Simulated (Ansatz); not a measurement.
# Bands of CaF2

```yaml
crystal:
  lattice:
    - [0.00000, 2.73125, 2.73125]
    - [2.73125, 0.00000, 2.73125]
    - [2.73125, 2.73125, 0.00000]
  atoms:
    - { symbol: Ca, position: [0.00000, 0.00000, 0.00000] }
    - { symbol: F, position: [0.25000, 0.25000, 0.25000] }
    - { symbol: F, position: [0.75000, 0.75000, 0.75000] }
```

Atom numbers follow the list: Ca1, F2, F3.

The cell is COD entry 5000222, as deposited and not checked against the literature; nothing was relaxed.

Level of theory: DFT, PBEsol, all-electron LAPW, scalar-relativistic in Ansatz 0.2.0.

Settings: a Γ-centred 8×8×8 k mesh, Fermi–Dirac smearing of 0.02 eV, basis error target 1 meV/atom, no spin polarisation.

Points in fractions of the reciprocal vectors of this cell: Γ (0, 0, 0), X (0.5, 0, 0.5), U (0.625, 0.25, 0.625), K (0.375, 0.375, 0.75), L (0.5, 0.5, 0.5), W (0.5, 0.25, 0.75). The path joins them by straight lines in the order Γ–X–U–K–Γ–L–W–X; legs that retrace an earlier one aren't tabulated. Energies are in eV from the top of the valence band.

(1) Metal or insulator at this level of theory?

(2) Tabulate bands 14 to 18, counted from the lowest band of the run, along the path.

## Answers

(1) An insulator or semiconductor: gap 7.10 eV, indirect from X (0.5, 0, 0.5) to Γ.

(2) 
```tsv
k (1/Å)	point	band 14	band 15	band 16	band 17	band 18
0.00	Γ	-0.26	-0.26	-0.26	7.10	9.13
0.16		-0.42	-0.25	-0.25	7.29	9.12
0.33		-0.83	-0.25	-0.25	7.79	9.07
0.49		-1.37	-0.25	-0.25	8.40	9.10
0.66		-0.92	-0.27	-0.27	8.46	9.67
0.82		-0.47	-0.31	-0.31	8.26	9.88
0.99		-0.35	-0.35	-0.13	8.09	9.59
1.15	X	-0.37	-0.37	0.00	8.03	9.48
1.21		-0.37	-0.37	0.00	8.04	9.48
1.27		-0.39	-0.37	-0.01	8.06	9.49
1.32		-0.42	-0.38	-0.02	8.09	9.51
1.38		-0.46	-0.39	-0.03	8.13	9.54
1.44		-0.52	-0.40	-0.05	8.18	9.58
1.50		-0.58	-0.42	-0.07	8.23	9.62
1.56	U	-0.65	-0.45	-0.10	8.29	9.67
1.66		-0.73	-0.43	-0.12	8.33	9.71
1.76		-0.86	-0.37	-0.16	8.38	9.70
1.86		-0.99	-0.32	-0.20	8.41	9.67
1.96		-0.99	-0.32	-0.20	8.41	9.67
2.06		-0.86	-0.37	-0.16	8.38	9.70
2.16		-0.73	-0.43	-0.12	8.33	9.71
2.26	K	-0.65	-0.45	-0.10	8.29	9.67
2.44		-0.91	-0.58	-0.17	8.46	9.59
2.61		-1.17	-0.84	-0.21	8.63	9.41
2.78		-1.18	-0.94	-0.22	8.72	9.28
2.96		-1.03	-0.69	-0.23	8.47	9.19
3.13		-0.67	-0.47	-0.24	7.85	9.15
3.31		-0.37	-0.31	-0.25	7.31	9.13
3.48	Γ	-0.26	-0.26	-0.26	7.10	9.13
3.62		-0.32	-0.28	-0.28	7.24	9.14
3.77		-0.49	-0.35	-0.35	7.62	9.17
3.91		-0.72	-0.45	-0.45	8.14	9.22
4.05		-0.94	-0.58	-0.58	8.69	9.27
4.19		-1.12	-0.70	-0.70	9.17	9.31
4.34		-1.23	-0.80	-0.80	9.34	9.34
4.48	L	-1.26	-0.85	-0.85	9.35	9.35
4.59		-1.13	-0.84	-0.76	9.23	9.37
4.71		-0.98	-0.79	-0.62	8.98	9.42
4.83		-0.97	-0.61	-0.49	8.74	9.49
4.94		-0.99	-0.41	-0.39	8.56	9.57
5.06		-1.02	-0.32	-0.24	8.44	9.65
5.17		-1.05	-0.29	-0.13	8.38	9.71
5.29	W	-1.05	-0.28	-0.09	8.36	9.73
5.37		-0.91	-0.29	-0.08	8.34	9.75
5.46		-0.77	-0.30	-0.07	8.28	9.68
5.54		-0.64	-0.32	-0.05	8.21	9.61
5.62		-0.52	-0.34	-0.03	8.14	9.55
5.70		-0.44	-0.35	-0.01	8.08	9.51
5.78		-0.38	-0.36	0.00	8.04	9.48
5.87	X	-0.37	-0.37	0.00	8.03	9.48
```
